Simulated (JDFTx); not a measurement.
Runs of JDFTx 1.7.0 (patched build) on CoO. The structure is trigonal, space group R-3m (No. 166). The conventional cell has a = 3.011 Å, b = 3.011 Å, c = 7.320 Å, α = 90.00°, β = 90.00°, γ = 120.00°. Co (site symmetry -3m) has 6 O at 2.12 Å as nearest neighbours. Around O (site symmetry -3m) lie 6 Co at 2.12 Å. The cell is a database's computed one.

```tsv
fixed moment (μB)	pressure (GPa)	moment (μB)
2.0	-8.3	2.00
1.0	-14.5	1.00
4.0	24.4	4.00
3.0	(a)	3.00
```

Alike in all rows: task single point; level PBE; potentials or basis PseudoDojo-SR-PBE-0.5-standard with smoothed tails; spin collinear, ferromagnetic start; cell as given; k mesh 9 × 9 × 9; cutoff (eV) 1306; smearing fermi-dirac 0.05 eV.

Q: Fill in the values left out.

A: (a) 0.1.

Caveats: the total moment is fixed, so each spin has its own Fermi level; a cell with one magnetic atom can't hold antiferromagnetic order, which such compounds often take; the moment is held away from its start (some runs).
